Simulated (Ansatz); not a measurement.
**One structure type, several compounds**

Level of theory: Ansatz 0.2.0, DFT, PBE, all-electron LAPW, scalar-relativistic.

All compounds have space group P4_2/mnm with 6 atoms in the primitive cell. V0, B0 and B0′ come from third-order Birch–Murnaghan fits to pressures at five volumes, with shape and internal coordinates held; prototypes and MP cells needn't be known phases. No run is spin-polarised.

No spin–orbit coupling, which matters for the heavy atoms here.

SnO2: Sn 2a (0.000 0.000 0.000), O 4f (0.306 0.306 0.000); shape as in a = 4.74 Å, b = 4.74 Å, c = 3.19 Å, α = 90.00°, β = 90.00°, γ = 90.00°; COD 2101853, measured; 4×4×6 mesh, smearing 0.03 eV; no spin
IrO2: Ir 2a (0.000 0.000 0.000), O 4f (0.311 0.311 0.000); shape as in a = 4.50 Å, b = 4.50 Å, c = 3.15 Å, α = 90.00°, β = 90.00°, γ = 90.00°; COD 1538153, reported, may be off; 8×8×11 mesh, smearing 0.05 eV; no spin
SiO2: Si 2a (0.000 0.000 0.000), O 4f (0.307 0.307 0.000); shape as in a = 4.18 Å, b = 4.18 Å, c = 2.67 Å, α = 90.00°, β = 90.00°, γ = 90.00°; COD 9001276, reported; 6×6×9 mesh, smearing 0.03 eV; no spin
TiO2: Ti 2a (0.000 0.000 0.000), O 4f (0.306 0.306 0.000); shape as in a = 4.59 Å, b = 4.59 Å, c = 2.96 Å, α = 90.00°, β = 90.00°, γ = 90.00°; COD 9007432, reported; 7×7×10 mesh, smearing 0.05 eV; no spin

Task: Order the compounds by bulk modulus, lowest first.
A. IrO2
B. SnO2
C. SiO2
D. TiO2

Result: B (182 GPa), D (227 GPa), A (274 GPa), C (299 GPa).
